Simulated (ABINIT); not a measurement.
Crystal: GaSb.

```
CELL_PARAMETERS angstrom
0.00000 3.05900 3.05900
3.05900 0.00000 3.05900
3.05900 3.05900 0.00000
ATOMIC_POSITIONS crystal
Sb 0.75000 0.75000 0.75000
Ga 0.00000 0.00000 0.00000
```

Base run:

```yaml
Program: ABINIT 10.8.3 (patched build)
Functional: BP86
Potentials_or_basis: JTH PAW PBE v2.0
Cutoff: 463 eV
k_mesh: 8 × 8 × 8
Occupations: fermi-dirac, width 0.05 eV
Spin: no spin polarisation
```

Its results: band gap on the k mesh none (metal or under the smearing width); pressure 2.4 GPa.

Q: After a change of settings the same cell gave: band gap on the k mesh none (metal or under the smearing width); pressure 5.0 GPa. Which change was it?
A. functional from BP86 to BLYP
B. functional from BP86 to PBEsol; k mesh from 8 × 8 × 8 to 6 × 6 × 6
C. functional from BP86 to PBE; k mesh from 8 × 8 × 8 to 3 × 3 × 3
D. functional from BP86 to PBE

A: A.

Caveats: the PAW data sets were made with another functional, which shifts forces and pressure a little; this crystal is a semiconductor, whose small gap the functional closes, so the metal is an error of the method.

Not every run made on this cell is shown here.
